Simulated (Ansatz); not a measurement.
Here is an unrelaxed guess for P.

```xyz
4
Lattice="3.7502 0.0000 0.0000 0.0000 7.6767 0.0000 0.0000 0.0000 2.6438" Properties=species:S:1:pos:R:3 pbc="T T T"
P     0.9515    4.7973    1.3219
P     0.9236    0.9590    1.3219
P     2.8266    6.7177    1.3219
P     2.7987    2.8793    1.3219
```

These are results of DFT PBE, scalar-relativistic, plane waves, PAW (Ansatz 0.2.0), not measurements. Settings: cutoff 420 eV, Γ-centred mesh 4×2×6 on the computed 4-atom cell, Gaussian smearing of 0.10 eV; no spin polarisation.

Energies count from the standard state of P at the same level. The references include black phosphorus.

Question: Estimate its pressure, forces and energy as it stands.

Answer: The pressure is -14.9 GPa (the mean over three directions, positive in compression), the largest force is 0.04 eV/Å, and the energy is +0.36 eV/atom against the standard state. The shortest distance is 2.64 Å.

Question: Is it a good guess?

Answer: A rough one: relaxing gains about 0.27 eV/atom (the start's value is from the coarse mesh, so the gain is rough) in 15 ionic steps and ends at +0.09 eV/atom on the finer mesh. The symmetry goes from Pbam (No. 55) to Pm-3m (No. 221), and the primitive cell from 4 to 1 atom. The end has the simple cubic type. The volume per atom shrinks by 23.2 %, from 19.0 to 14.6 Å³. The shortest distance goes from 2.64 Å (P–P) to 2.44 Å (P–P). Conventional cell: a = 2.445 Å. Around P lie 6 P at 2.44 Å.

The last run used a 22×22×22 mesh for its 1-atom cell and Gaussian smearing of 0.10 eV. The reference form of P is held partly by dispersion forces, which this level lacks. The relaxation can't lower the symmetry of the start, and the grade says only how near the guess is to its own end. A later test with randomly moved atoms ended 2 meV/atom higher, in P4/mmm at a loose tolerance, which is no clear verdict on its stability.
